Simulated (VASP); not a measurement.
Set up this calculation in VASP 6.6.1, as the native input.

| Quantity | Value |
| --- | --- |
| Task | relaxation of cell and atoms |
| Functional | PBE |
| Potentials or basis | VASP PAW PBE potentials, release 64 (Ta_pv) |
| Cutoff | 520 eV |
| k mesh | 4 × 4 × 4 |
| Occupations | gaussian, width 0.1 eV |
| Spin | no spin polarisation |
| Further INCAR settings | ALGO = Normal; EDIFF = 1e-07; IBRION = 2; EDIFFG = -0.002; NSW = 80; ISIF = 3 |

The structure of Ta lies in POSCAR:

```
Ta                                      
1.0
   -1.6594764652      1.6594764652      1.6594764652
    1.6594764652     -1.6594764652      1.6594764652
    1.6594764652      1.6594764652     -1.6594764652
  Ta            
     1
Direct
     0.0000000000000000    1.0000000000000000    0.0000000000000000
```

One way to write it, as run:

INCAR

```
SYSTEM = Ta
ALGO = Normal
EDIFF = 1E-7
EDIFFG = -0.002
ENCUT = 520
GGA = PE
IBRION = 2
ISIF = 3
ISMEAR = 0
LASPH = .True.
LCHARG = .False.
LREAL = .False.
LWAVE = .False.
NELM = 100
NSW = 80
PREC = Accurate
SIGMA = 0.1
```

KPOINTS

```
k-points
0
Gamma
  4 4 4
  0 0 0
```

Potentials or basis: VASP PAW PBE potentials, release 64 (Ta_pv).

Command:

```sh
$ cat potpaw_PBE.64/Ta_pv/POTCAR > POTCAR
$ mpirun -np 1 vasp_std > vasp.out
```

Results of the run:

- Pressure after relaxing: 0.0 GPa
- Band gap on the k mesh: none (metal or under the smearing width)

Caveat: the k mesh is coarse (spacing up to 0.67 Å⁻¹), so the values aren't converged; the relaxation stopped at its first step, so nothing moved.

Run time: 3.6 s on 1 thread of Intel(R) Xeon(R) Platinum 8488C (Sapphire Rapids), on a shared host, peak memory 0.14 GiB.
